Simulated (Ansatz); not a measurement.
## AlNi3: equilibrium cell

Method: plane-wave DFT with PAW (Ansatz; 420 eV, 500 eV for r²SCAN). Each run relaxes cell and atoms to zero pressure from this start:

```yaml
crystal:
  lattice:
    - [0.00000, 2.80189, 2.80189]
    - [2.80189, 0.00000, 2.80189]
    - [2.80189, 2.80189, 0.00000]
  atoms:
    - { symbol: Al, position: [0.50000, 0.50000, 0.50000] }
    - { symbol: Ni, position: [0.25000, 0.25000, 0.25000] }
    - { symbol: Ni, position: [0.00000, 0.00000, 0.00000] }
    - { symbol: Ni, position: [0.75000, 0.75000, 0.75000] }
```

| Quantity | Value |
| --- | --- |
| Γ-centred k-mesh | 14×14×14 |
| occupation rule | Gaussian smearing, 0.1 eV |
| spin treatment | unpolarised |

Lengths are those of the conventional cell, space group Fm-3m.

**Question.** Order by relaxed volume, smallest first.
A. PBEsol
B. PBE
C. LDA
D. r2SCAN

**Answer.** C (10.60 Å³/atom), A (10.96 Å³/atom), D (11.00 Å³/atom), B (11.41 Å³/atom).

```
functional a (Å) volume (Å³/atom) gap on mesh (eV)
       LDA  5.536             10.60             metal
    PBEsol  5.597             10.96             metal
       PBE  5.672             11.41             metal
    r2SCAN  5.604             11.00             metal
```

Cost: 4 runs of about 2.7 core-minutes in all, on Intel Xeon Processor @ 2.70GHz (shared hosts).